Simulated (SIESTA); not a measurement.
Crystal: Pd.

```
Pd
1.0
    -1.57228    1.57228    1.57228
     1.57228   -1.57228    1.57228
     1.57228    1.57228   -1.57228
Pd
1
Direct
  0.00000 0.00000 0.00000
```

This isn't the form of Pd at room conditions, which is fcc.

Base run:

```yaml
Program: SIESTA 5.4.2
Functional: PBEsol
Potentials_or_basis: PseudoDojo 0.4 standard (PBEsol files)
Basis: DZ (energy shift 0.003 Ry; two zetas on semicore shells)
Grid_cutoff: 800 Ry
Energy_shift: 0.003 Ry
k_mesh: 12 × 12 × 12
Occupations: fermi-dirac, width 0.05 eV
Spin: no spin polarisation
```

Its results: band gap on the k mesh none (metal or under the smearing width); pressure -10.8 GPa.

Problem. The run is repeated on the same cell with these changes: basis from DZ (energy shift 0.003 Ry; two zetas on semicore shells) to SZP (energy shift 0.003 Ry). What comes out?

Solution. Band gap on the k mesh none (metal or under the smearing width); pressure -12.7 GPa.

Caveats: the basis of atomic orbitals isn't converged, which shifts pressures, moduli and gaps; the basis has no polarisation orbitals (some runs).
